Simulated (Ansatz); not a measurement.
Wanted: the native input for an Ansatz 0.2.0 run.

```
Task                  : relaxation of cell and atoms
Functional            : PBEsol
Potentials or basis   : Ansatz PAW
Cutoff                : 420 eV (not typed: the program's choice for these potentials)
k mesh                : 10 × 10 × 10
Occupations           : fermi-dirac, width 0.05 eV
Spin                  : no spin polarisation
Target pressure       : 30 GPa
Target pressure (GPa) : 30
```

Crystal: HgTe.

```
Hg Te
1.0
    -3.04560    3.04560    1.55941
     3.04560   -3.04560    1.55941
     3.04560    3.04560   -1.55941
Hg Te
1 1
Direct
  0.75000 0.25000 0.50000
  0.00000 0.00000 0.00000
```

Measurements of this composition are mostly on another form, of space group No. 216.

One way to write it, as run:

input.yaml

```yaml
crystal:
  lattice:
    - [-3.045603, 3.045603, 1.55941]
    - [3.045603, -3.045603, 1.55941]
    - [3.045603, 3.045603, -1.55941]
  atoms:
    - { symbol: Hg, position: [0.75, 0.25, 0.5] }
    - { symbol: Te, position: [0.0, 0.0, 0.0] }
hamiltonian:
  xc: pbesol
  pseudopotentials: { kind: paw }
kpoints:
  mp_grid: { grid: [10, 10, 10] }
scf:
  occupations: { method: fermi_dirac, width: 0.05 }
output:
  forces: true
  stress: true
  eigenvalues: true
relax:
  f_tol: 0.01
  max_steps: 40
  cell: { stress_tol: 0.05, p_target: 30.0 }
```

Potentials or basis: Ansatz PAW.

Command:

```bash
$ ansatz run input.yaml --threads 2 --pin off --max-ram 5632MiB --backend cpu --events-out ev --progress --plain --runs-dir out
```

Results of the run:

```yaml
Relaxed_volume: 20.40 Å³/atom
Relaxed_cell: a = 4.020 Å, b = 4.020 Å, c = 4.020 Å, α = 97.50°, β = 97.50°, γ = 137.65°
Space_group_after_relaxing_to_0.05_Å: I-4m2 (No. 119)
Energy_change_on_relaxing_the_enthalpy_is_what_falls: +386.9 meV/atom
Ionic_steps: 8
Pressure_after_relaxing: 30.0 GPa
Band_gap_on_the_k_mesh: none (metal or under the smearing width)
```

Caveat: the volume moved by over 15 % at a fixed basis, so the end points are rough; the plane-wave basis is chosen anew once the cell has moved, so the energies of steps on either side of that aren't comparable; the PAW data sets come from PBE, with cores solved anew for the run's functional, which leaves a small shift of forces and pressure.

Wall time 58 s on 2 threads of Arm Neoverse V1 (shared host), peak memory 0.45 GiB.
